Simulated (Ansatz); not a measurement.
## Two-dimensional strain map in Pt

The calculation used Ansatz, DFT PBEsol, scalar-relativistic, plane waves, PAW. The runs took a 420 eV cutoff, a Γ-centred 26×26×26 mesh and Gaussian smearing (0.15 eV). Spin–orbit coupling is left out, which can shift energies with elements as heavy as these. No spin polarisation. Energies are free energies at this smearing, counted from the undisturbed cell; pressure is positive in compression.

The starting cell (relaxed at this level; with this scan's settings it stands at 0.1 GPa):

```
CELL_PARAMETERS angstrom
0.00000 1.95903 1.95903
1.95903 0.00000 1.95903
1.95903 1.95903 0.00000
ATOMIC_POSITIONS crystal
Pt 0.00000 0.00000 0.00000
```

The cell is strained by p along both x and y and by q along z, fractional coordinates fixed. Points are written (p, q).

Energy above the undisturbed cell in meV/atom (a dash: not computed):

```
 p \ q  -0.050  -0.025  0.000  0.025  0.050
-0.050   380.6   259.2  173.5  118.5   89.4
-0.025   160.8       –   39.7      –   21.4
 0.000    46.9    11.3    0.0    9.8   37.5
 0.025    15.7       –   32.3      –  116.9
 0.050    48.3    76.0  119.2  175.7  243.5
```

Pressure in GPa:

```
 p \ q  -0.050  -0.025  0.000  0.025  0.050
-0.050    66.6    51.8   39.3   28.6   19.6
-0.025    38.6       –   16.8      –    1.4
 0.000    17.3     8.0    0.1   -6.5  -11.9
 0.025     1.2       –  -12.3      –  -21.5
 0.050   -10.9   -16.6  -21.3  -25.1  -28.1
```